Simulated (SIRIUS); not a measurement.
The system is WC (Qusongite).

```xyz
2
Lattice="2.9065 0.0000 0.0000 -1.4532 2.5171 0.0000 0.0000 0.0000 2.8366" Properties=species:S:1:pos:R:3 pbc="T T T"
W     0.0000    0.0000    0.0000
C     1.4533    0.8390    1.4183
```

* Program: SIRIUS 7.10.0
* Task: relaxation of cell and atoms
* Functional: PBE
* Potentials or basis: PseudoDojo 0.4.1 PBE standard (scalar relativistic)
* Cutoff: 1127 eV
* Density cutoff: 4507 eV
* k mesh: 5 × 5 × 5
* Occupations: fermi-dirac, width 0.05 eV
* Spin: no spin polarisation

At the start: pressure 6.0 GPa; volume 10.38 Å³/atom.

Task: Where does the relaxation end?

Result: Over 5 steps the energy falls by 3.6 meV/atom and the volume is 10.54 Å³/atom (+1.6 %); space group P-6m2 (No. 187, to 0.05 Å).

The path:
| step | energy change (eV) | largest force (eV/Å) | pressure (GPa) | volume (Å³) |
| --- | --- | --- | --- | --- |
| 1 | 0.0000 | 0.0000 | 6.04 | 20.75 |
| 2 | -0.0053 | 0.0000 | 2.69 | 20.93 |
| 3 | -0.0070 | 0.0000 | -0.11 | 21.08 |
| 4 | -0.0071 | 0.0000 | -0.17 | 21.09 |
| 5 | -0.0071 | 0.0000 | -0.04 | 21.08 |

Final structure:
```cif
data_structure
_symmetry_space_group_name_H-M 'P 1'
_symmetry_Int_Tables_number 1
_cell_length_a 2.9275
_cell_length_b 2.9275
_cell_length_c 2.8406
_cell_angle_alpha 90.000
_cell_angle_beta 90.000
_cell_angle_gamma 120.000
_cell_volume 21.08
loop_
_atom_site_label
_atom_site_type_symbol
_atom_site_fract_x
_atom_site_fract_y
_atom_site_fract_z
_atom_site_occupancy
W1 W 0.00000 0.00000 0.00000 1
C1 C 0.66667 0.33333 0.50000 1
```

Caveat: the k mesh is coarse (spacing up to 0.50 Å⁻¹), so the values aren't converged.
